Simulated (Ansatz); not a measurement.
A plane-wave DFT run in Ansatz 0.2.0 (scalar-relativistic PAW potentials unless the input names others): input and command.

```yaml
crystal:
  lattice:
    - [3.9160015452, 0.0, 0.0019241707]
    - [0.0, 4.0676561786, 0.0]
    - [-0.5449033524, 0.0, 5.6185184901]
  atoms:
    - { symbol: Ag, position: [0.1872360745, 0.25, 0.2242489221] }
    - { symbol: Ag, position: [0.8127639255, 0.75, 0.7757510779] }
    - { symbol: Cl, position: [0.7341779873, 0.75, 0.2968266689] }
    - { symbol: Cl, position: [0.2658220127, 0.25, 0.7031733311] }
basis:
  ecutwfc: 420
kpoints:
  mp_grid: { grid: [8, 8, 6] }
hamiltonian:
  xc: pbe
scf:
  occupations: { method: gaussian, width: 0.02 }
  n_extra_bands: 16
output:
  forces: true
  eigenvalues: true
  stress: true
```

```bash
ansatz run input.yaml --threads 1 --pin off --max-ram 1331MiB --backend cpu --events-out ev --progress --plain --runs-dir out
```

Abridged log:
```
Basis set: ecut = 420 eV, 1763 PW (Γ), exchange–correlation on 54×60×80 points (8 copies of the dense FFT grid, shifted against one another)
Bands: 42, of which v1, the nominal top of the filled ones, is band 26 counted from 1 (25 counted from 0)
Symmetry: 4 space group operations
k-points: 130 of 384
SCF iter   1: F=—  HF=-17341.596701 eV  |F-HF|=—  |Δ(HF+E_count)|=         —  Δρ=6.65e-4  dr2=4.41e-4  ethr=1.77e-3  ⟨swp⟩=5.6  Hψ=22906  notcnv=0  defer=649
SCF iter   2: F=—  HF=-17341.598005 eV  |F-HF|=—  |Δ(HF+E_count)|=   1.30e-3  Δρ=3.71e-4  dr2=1.25e-4  ethr=8.47e-7  ⟨swp⟩=3.1  Hψ=11810  notcnv=0  defer=1014
SCF iter   3: F=—  HF=-17341.598082 eV  |F-HF|=—  |Δ(HF+E_count)|=   7.72e-5  Δρ=1.52e-4  dr2=1.73e-5  ethr=2.40e-7  ⟨swp⟩=2.0  Hψ=6470  notcnv=0  defer=1014
SCF iter   4: F=—  HF=-17341.598100 eV  |F-HF|=—  |Δ(HF+E_count)|=   1.73e-5  Δρ=5.18e-5  dr2=2.88e-6  ethr=3.32e-8  ⟨swp⟩=2.0  Hψ=7404  notcnv=0  defer=1014
SCF iter   5: F=—  HF=-17341.598103 eV  |F-HF|=—  |Δ(HF+E_count)|=   3.00e-6  Δρ=2.16e-5  dr2=5.80e-7  ethr=5.53e-9  ⟨swp⟩=2.0  Hψ=6374  notcnv=0  defer=1014
SCF iter   6: F=-17341.598103 eV  HF=-17341.598103 eV  |F-HF|=4.44e-8  |Δ(HF+E_count)|=   4.95e-7  Δρ=5.78e-6  dr2=3.86e-8  ethr=1.92e-10  ⟨swp⟩=9.4  Hψ=27644  notcnv=0
SCF 1 converged in 6 iterations: F = -17341.598103 eV  dr2 = 3.86e-8
SCF converged after 6 iterations
Free energy (F): -17341.598103 eV
Harris-Foulkes:  -17341.598103 eV  (|F-HF|=4.44e-8)
Internal energy: -17341.598103 eV  (E = F + TS)
E sigma→0 (E₀):  -17341.598103 eV
Fermi energy:    7.599802 eV
--- Forces (eV/Å), atoms counted from 1 ---
  atom   1  Ag     0.08193980     0.00000000    -0.16276790
  atom   2  Ag    -0.08193980     0.00000000     0.16276790
  atom   3  Cl    -0.10400033     0.00000000    -0.71176471
  atom   4  Cl     0.10400033     0.00000000     0.71176471
--- Stress (GPa, compression-positive) ---
       -0.448462       0.000000       0.443716
        0.000000      -0.736957       0.000000
        0.443716       0.000000      -0.572800
  P = ⅓ Tr σ = -0.5861 GPa (-5.861 kbar)
```

Apart from outputs, the input differs from a reference run on usual settings in scf.n_extra_bands: not typed → 16. The reference, at the same geometry (not necessarily relaxed), gave pressure -0.59 GPa, largest force 0.719 eV/Å, gap on the mesh 0.78 eV. This run converged in 6 SCF iterations (reference: 6) with an energy at zero smearing within 0.01 meV/atom of the reference's, pressure -0.59 GPa, largest force 0.719 eV/Å, gap on the mesh 0.78 eV.